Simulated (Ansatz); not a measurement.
Crystal: TiTe.

```
Te Ti
1.0
     3.84200    0.00000    0.00000
    -1.92100    3.32727    0.00000
     0.00000    0.00000    6.40300
Te Ti
2 2
Cartesian
  1.9210 1.1091 4.8022
  0.0000 2.2182 1.6007
  0.0000 0.0000 3.2015
  0.0000 0.0000 0.0000
```

- Program: Ansatz 0.2.0
- Task: relaxation of cell and atoms
- Functional: PBE
- Potentials or basis: Ansatz PAW
- Cutoff: 420 eV (not typed: the program's choice for these potentials)
- k mesh: 8 × 8 × 4
- Occupations: fermi-dirac, width 0.05 eV
- Spin: no spin polarisation

At the start: volume 20.46 Å³/atom.

Problem. How do energy, volume and symmetry change on relaxing?

Solution. It ends after 9 steps and the volume is 21.39 Å³/atom (+4.6 %); space group P6_3/mmc (No. 194, to 0.05 Å).

Step by step:
```tsv
step	energy change (eV)	largest force (eV/Å)	volume (Å³)
1	0.0000	0.0000	81.85
2	-0.1908	0.0000	88.98
3	-0.2952	0.0000	87.63
4	-0.3244	0.0000	84.90
5	-0.3324	0.0000	85.65
6	-0.3325	0.0000	85.54
7	-0.3383	0.0000	85.54
8	-0.3386	0.0000	85.58
9	-0.3386	0.0000	85.58
```

Final structure:
```cif
data_structure
_symmetry_space_group_name_H-M 'P 1'
_symmetry_Int_Tables_number 1
_cell_length_a 3.6905
_cell_length_b 3.6905
_cell_length_c 7.2553
_cell_angle_alpha 90.000
_cell_angle_beta 90.000
_cell_angle_gamma 120.000
_cell_volume 85.58
loop_
_atom_site_label
_atom_site_type_symbol
_atom_site_fract_x
_atom_site_fract_y
_atom_site_fract_z
_atom_site_occupancy
Te1 Te 0.66667 0.33333 0.75000 1
Te2 Te 0.33333 0.66667 0.25000 1
Ti1 Ti 0.00000 0.00000 0.50000 1
Ti2 Ti 0.00000 0.00000 0.00000 1
```

Caveat: the plane-wave basis is chosen anew once the cell has moved, so the energies of steps on either side of that aren't comparable.
